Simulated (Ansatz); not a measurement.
**Kick test of a cell of LiH**

The structure comes from a generated guess, relaxed at this level; another structure or a mixture of phases may lie lower.

Theory: Ansatz 0.2.0, DFT PBE, scalar-relativistic, plane waves, PAW. Settings: cutoff 420 eV, Γ-centred mesh 12×12×12 on the computed 8-atom cell, Gaussian smearing of 0.02 eV; no spin polarisation.

The cell below (8 atoms, space group R-3m (No. 166)) is relaxed within its symmetry.

```
CELL_PARAMETERS angstrom
1.40330 0.81020 9.52011
-1.40330 0.81020 9.52011
0.00000 -1.62039 9.52011
ATOMIC_POSITIONS crystal
Li 0.00000 0.00000 0.00000
Li 0.50000 0.50000 0.50000
Li 0.91425 0.91425 0.91425
Li 0.08575 0.08575 0.08575
H 0.79284 0.79284 0.79284
H 0.20716 0.20716 0.20716
H 0.62383 0.62383 0.62383
H 0.37617 0.37617 0.37617
```

For the test it was strained at random (σ = 1.5 % a component), the atoms were moved at random (σ = 0.05 Å), and all was relaxed again on a coarse 6×6×6 mesh (in the run’s order of axes) with 0.10 eV smearing, with no symmetry imposed.

Question: Does it come back?

Answer: It returns, within 1 meV/atom of the unmoved cell on that mesh and with the same symmetry when read at 0.1 Å (P1 at 0.01 Å, so small strains and shifts remain). No instability shows in this cell; modes of other wave vectors, which need another repeat, aren't tested.
